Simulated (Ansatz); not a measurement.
## Gd (Im-3m): parallel moments

These are results of Ansatz 0.2.0, DFT, PBE, all-electron LAPW, scalar-relativistic, not measurements.

Command: `ansatz run input.yaml --threads 2 --pin off --max-ram 6144MiB --backend cpu --events-out ev --progress --plain --runs-dir out`

```yaml
crystal:
  lattice:
    - [0.0, -4.05, 4.05]
    - [4.05, 0.0, 0.0]
    - [2.025, 2.025, 6.075]
  atoms:
    - { symbol: Gd, position: [0.0, 0.0, 0.0], spin: 7.0 }
    - { symbol: Gd, position: [0.5, 0.5, 0.0], spin: 7.0 }
    - { symbol: Gd, position: [0.75, 0.25, 0.5], spin: 7.0 }
    - { symbol: Gd, position: [0.25, 0.75, 0.5], spin: 7.0 }
magnetization:
  spin_polarized: true
kpoints:
  mp_grid: { grid: [8, 8, 8] }
scf:
  occupations: { method: fermi_dirac, width: 0.03 }
hamiltonian:
  xc: pbe
  pseudopotentials: { kind: all_electron, lapw: { basis_error: 0.001 } }
output:
  forces: true
  stress: true
  eigenvalues: true
  populations: true
```

Output:

```
Gd: projections on atomic orbitals take those of the free atom 1s2 2s2 2p6 3s2 3p6 3d10 4s2 4p6 4d10 4f7 5s2 5p6 5d1 6s2, of charge +0.00 (hamiltonian.pseudopotentials.projection_atoms)
LAPW: plane waves up to 6.547 Å⁻¹, error target 1.0e-3 eV per atom; small_component_spin mean_spin; Gd in spheres of 1.754 Å, 28 of its electrons in bands, Dirac shells [] (how accurate: hamiltonian.pseudopotentials.lapw.basis_error, Limitations)
Engine: ansatz 0.2.0
Pseudopotentials: kind: all_electron
Pseudopotential: Gd, LAPW, valence charge 28, lapw/all_electron/scalar/gaussian/Gd, Koelling and Harmon's equation, gaussian nucleus
Functional definition: PBE
  parameter kappa = 0.804
  parameter beta = 0.06672455060314922
  exchange = pbe_x(kappa = kappa, mu = beta*pi^2/3)
  correlation = pbe_c(beta = beta)
Crystal: 4 atoms, lattice volume = 132.860 Å³
Basis set: ecut = 163.30963888440007 eV, 611 PW (Γ), exchange–correlation at level 2
Bands: 84, of which v1, the nominal top of the filled ones, is band 56 counted from 1 (55 counted from 0)
Symmetry: 32 space group operations
Space group: Im-3m (ITA 229), of the structure as read, at distance tolerance 5.1e-5 Å
Magnetic group: BNS 229.140 (UNI 1642), of the structure as read, at distance tolerance 5.1e-5 Å
k-points: 95 of 512
Non-local potential: Gd, projectors of the file, none
Initial density: superposition of atomic densities (chi_scale 0.1, normalization cell)
Starting moments: Σ|m| = 28 μB on 4 of 4 sites
Initial wavefunctions: plane waves of lowest kinetic energy (no species holds an atomic orbital)
Functional: x = pbe(κ = 0.804, μ = 0.2195149727645171), c = pbe(β = 0.06672455060314922)
iter 1 solved again at ethr=7.86e-5 eV; its pass at ethr=1.00e-1 eV (dr2=8.81e-2 eV) is discarded
SCF iter   1: F=—  HF=-1226772.240585 eV  |F-HF|=—  |Δ(HF+E_count)|=         —  Δρ=9.96e-3 (↑8.26e-3 ↓9.96e-3)  dr2=8.83e-2  dr2_m=8.50e-2  M=30.147 μB ∫|m|=30.147 μB  β_m=0.30  ethr=7.86e-5  ⟨swp⟩=3.0  Hψ=100470  notcnv=0
Mixer restart at iter 1: flushing history
preconditioner: auto → Kerker (q_TF=auto, 2.652 Å⁻¹)  [metal: Δε(μ)=0.011 eV  Ē_g=12.042 eV  σ=0.030 eV  W_gap=0.09  n_scr=38 (ndim 8)  ℏωp=25.8 eV  f_vac=0.000  D(μ)=7.41/eV (n_scr^D=76)]
[...]
the basis was enlarged: its passes take 441.2 KiB over the memory plan, 2 of 2 planned eigensolver slots
[...]
SCF iter   8: F=—  HF=-1226772.767046 eV  |F-HF|=—  |Δ(HF+E_count)|=   1.15e-5  Δρ=1.19e-5 (↑1.14e-5 ↓1.19e-5)  dr2=5.16e-7  dr2_m=1.01e-7  M=30.661 μB ∫|m|=30.661 μB  β_m=0.97  ethr=6.80e-9  ⟨swp⟩=3.0  Hψ=47407  notcnv=0
SCF iter   9: F=—  HF=-1226772.767047 eV  |F-HF|=—  |Δ(HF+E_count)|=   7.52e-7  Δρ=3.55e-6 (↑3.55e-6 ↓2.18e-6)  dr2=3.86e-8  dr2_m=3.19e-9  M=30.659 μB ∫|m|=30.659 μB  β_m=0.99  ethr=4.60e-10  ⟨swp⟩=3.0  Hψ=47517  notcnv=0
SCF iter  10: F=—  HF=-1226772.767047 eV  |F-HF|=—  |Δ(HF+E_count)|=   3.88e-7  Δρ=9.44e-7 (↑9.44e-7 ↓8.29e-7)  dr2=3.95e-9  dr2_m=2.29e-10  M=30.658 μB ∫|m|=30.658 μB  β_m=0.99  ethr=3.44e-11  ⟨swp⟩=2.5  Hψ=46800  notcnv=0
SCF iter  11: F=-1226772.767047 eV  HF=-1226772.767047 eV  |F-HF|=6.05e-9  |Δ(HF+E_count)|=   1.42e-8  Δρ=7.23e-7 (↑6.86e-7 ↓7.23e-7)  dr2=4.34e-10  dr2_m=5.34e-10  M=30.658 μB ∫|m|=30.658 μB  ethr=7.47e-12 (applied; sched 3.53e-12)  ⟨swp⟩=2.5  Hψ=46654  notcnv=0
SCF 1 converged in 11 iterations: F = -1226772.767047 eV  dr2 = 4.34e-10
SCF converged after 11 iterations
Magnetization: 30.6578 μB (71.3289 up, 40.6711 down)
[...]
E sigma→0 (E₀):  -1226772.755209 eV
Entropy (-TS):   -0.023677 eV (-5.919 meV/atom)
Fermi energy:    14.178800 eV
--- Per-component energies (eV) ---
  E_band       = -5049.200553
  E_kinetic    = 1333491.466345
  E_xc         = -27219.064055
  E_electrostatic = -2533045.145660  (all electrons and nuclei)
  E_smearing   = -0.023677  (= −TS)
  E_closure    = 0.000000  (closes the sum)
  E_atoms      = -1226716.715253  (free atoms, spherical and without spin; not in F)
  Σ components = -1226772.767047   (vs F -1226772.767047, Δ=0.00e0)
  Basis errors (estimates in eV, not in F): energy 2.2e-4 per atom: plane waves 1.9e-4 (1.0e-4 summed), levels above the bands 1.4e-58, relativity 2.5e-7, radial functions 3.0e-5, core shells 5.6e-7; eigenvalues (radial functions only) 1.5e-6; not estimated: angular momenta, meshes, grids; target (lapw.basis_error) 1.0e-3; muffin-tin radii Gd 1.754 Å
--- Forces (eV/Å), atoms counted from 1 ---
  atom   1  Gd    -0.00000000     0.00000000     0.00000000
  atom   2  Gd     0.00000000     0.00000000     0.00000000
  atom   3  Gd    -0.00000000    -0.00000000     0.00000000
  atom   4  Gd     0.00000000     0.00000000     0.00000000
  max |Σ_I F_I| component: 2.44e-29 eV/Å
--- Stress (GPa, compression-positive) ---
       -0.191564       0.000000       0.000000
        0.000000      -0.064105       0.029937
        0.000000       0.029937      -0.064105
  P = ⅓ Tr σ = -0.1066 GPa (-1.066 kbar)
--- Band table (eV; the first three rows and the last of 190) ---
  k-point 0 ↑: bands = ["-129.4328", "-129.4328", "-129.4328", "-129.4328", "-129.4327", "-129.4327", "-129.4326", "-129.4326", "-129.4321", "-129.4321", "-129.4321", "-129.4321", "-129.4247", "-129.4247", "-129.4247", "-129.4247", "-129.4223", "-129.4223", "-129.4223", "-129.4223", "-31.1026", "-31.0361", "-31.0114", "-31.0114", "-8.8582", "-8.7562", "-8.7562", "-8.5260", "-8.5260", "-8.4178", "- …
  k-point 1 ↑: bands = ["-129.4328", "-129.4328", "-129.4328", "-129.4328", "-129.4327", "-129.4327", "-129.4326", "-129.4326", "-129.4321", "-129.4321", "-129.4321", "-129.4321", "-129.4247", "-129.4247", "-129.4247", "-129.4247", "-129.4223", "-129.4223", "-129.4223", "-129.4223", "-31.1000", "-31.0387", "-31.0209", "-31.0020", "-8.8337", "-8.7956", "-8.7164", "-8.5752", "-8.5086", "-8.4762", "- …
  k-point 2 ↑: bands = ["-129.4328", "-129.4328", "-129.4328", "-129.4328", "-129.4327", "-129.4327", "-129.4326", "-129.4326", "-129.4321", "-129.4321", "-129.4321", "-129.4321", "-129.4247", "-129.4247", "-129.4247", "-129.4247", "-129.4223", "-129.4223", "-129.4223", "-129.4223", "-31.0929", "-31.0459", "-31.0289", "-30.9939", "-8.8287", "-8.7631", "-8.6823", "-8.6164", "-8.5841", "-8.4335", "- …
  k-point 94 ↓: bands = ["-123.5011", "-123.5011", "-123.5011", "-123.5011", "-123.5009", "-123.5009", "-123.5009", "-123.5009", "-123.5001", "-123.5001", "-123.5001", "-123.5001", "-123.4979", "-123.4979", "-123.4979", "-123.4979", "-123.4967", "-123.4967", "-123.4967", "-123.4967", "-27.8251", "-27.8251", "-27.8251", "-27.8251", "-6.4786", "-6.4786", "-6.4786", "-6.4786", "-6.0011", "-6.0011", " …
--- Löwdin populations: 4 sites ---
  site symbol       q [e]    m [muB]
     0     Gd     63.9675     7.6531
     1     Gd     63.9675     7.6531
     2     Gd     63.9675     7.6531
     3     Gd     63.9675     7.6531
  spilling = 0.000508 (of n_electrons = 256.000000)
```

populations.tsv:

```
# site	symbol	l	j	q_up	q_dn
# orbitals = lowdin
# n_electrons = 256.000000
# spilling = 0.000508
# projection_atom_Gd: 1s2 2s2 2p6 3s2 3p6 3d10 4s2 4p6 4d10 4f7 5s2 5p6 5d1 6s2
0	Gd	0_1S	-	1.000000	1.000000
0	Gd	0_2S	-	0.999990	0.999989
0	Gd	0_3S	-	0.999864	0.999858
0	Gd	0_4S	-	0.998549	0.998516
0	Gd	0_5S	-	0.976032	0.978514
0	Gd	0_6S	-	0.397646	0.379166
0	Gd	1_2P	-	3.000000	3.000000
0	Gd	1_3P	-	2.999998	2.999997
0	Gd	1_4P	-	2.999906	2.999847
0	Gd	1_5P	-	2.985069	2.964982
0	Gd	2_3D	-	4.999998	4.999998
0	Gd	2_4D	-	4.999963	4.999950
0	Gd	2_5D	-	1.460902	0.752656
0	Gd	3_4F	-	6.992394	0.083698
1	Gd	0_1S	-	1.000000	1.000000
1	Gd	0_2S	-	0.999990	0.999989
1	Gd	0_3S	-	0.999864	0.999858
1	Gd	0_4S	-	0.998549	0.998516
1	Gd	0_5S	-	0.976032	0.978514
1	Gd	0_6S	-	0.397646	0.379166
1	Gd	1_2P	-	3.000000	3.000000
1	Gd	1_3P	-	2.999998	2.999997
1	Gd	1_4P	-	2.999906	2.999847
1	Gd	1_5P	-	2.985069	2.964982
1	Gd	2_3D	-	4.999998	4.999998
1	Gd	2_4D	-	4.999963	4.999950
1	Gd	2_5D	-	1.460902	0.752656
1	Gd	3_4F	-	6.992394	0.083698
2	Gd	0_1S	-	1.000000	1.000000
2	Gd	0_2S	-	0.999990	0.999989
2	Gd	0_3S	-	0.999864	0.999858
2	Gd	0_4S	-	0.998549	0.998516
2	Gd	0_5S	-	0.976032	0.978514
2	Gd	0_6S	-	0.397646	0.379166
2	Gd	1_2P	-	3.000000	3.000000
2	Gd	1_3P	-	2.999998	2.999997
2	Gd	1_4P	-	2.999906	2.999847
2	Gd	1_5P	-	2.985069	2.964982
2	Gd	2_3D	-	4.999998	4.999998
2	Gd	2_4D	-	4.999963	4.999950
[...]
```

Site moments (μB): Gd1 7.48, Gd2 7.48, Gd3 7.48, Gd4 7.48. Cell moment 30.66 μB.

The magnetic group in the log treats spin as a scalar label, without spin–orbit coupling.

Without U a semilocal functional puts the f levels too near the Fermi level, which can change moments and the order of magnetic states; site and cell moments are spin moments. Spin–orbit coupling is left out although heavy atoms are present. With open f shells a run can end in a state that isn't the lowest. The magnetic state is the one that this cell and start allow. It needn't be the compound's measured order, which may need a larger cell or be absent.

It took 2.4 min on 2 threads of Intel(R) Xeon(R) Platinum 8488C (Sapphire Rapids), with other jobs on the host, peak memory 1.8 GiB.
